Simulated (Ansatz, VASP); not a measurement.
## Rh in VASP and in Ansatz

```
Rh
1.0
     2.72479    0.00000    0.00000
    -1.36239    2.35974    0.00000
     0.00000    0.00000    4.38484
Rh
2
Cartesian
  1.3624 0.7866 3.2886
  0.0000 1.5732 1.0962
```

Alike in both runs: functional PBE; k mesh 18 × 18 × 10; occupations gaussian, width 0.1 eV; no spin polarisation.

Ansatz relaxed the structure, and its values are those at the end. VASP's run is a single point on that final structure, the one shown.

|  | VASP | Ansatz |
| --- | --- | --- |
| version | VASP 6.6.1 | Ansatz 0.2.0 |
| potentials or method | VASP PAW PBE potentials, release 64 (Rh_pv) | scalar-relativistic, plane waves, PAW |
| plane-wave cutoff (eV) | 520 | 420 |
| valence electrons in the cell | 30 | 34 |

```tsv
	VASP	Ansatz	Ansatz less VASP
gap on the k mesh at the Fermi level (eV)	none	none	-
pressure (GPa)	0.0	0.0	+0.02
```

A gap of «none» marks a metal or a gap that the smearing closes. The two sets of potentials don't hold the same shells in valence.
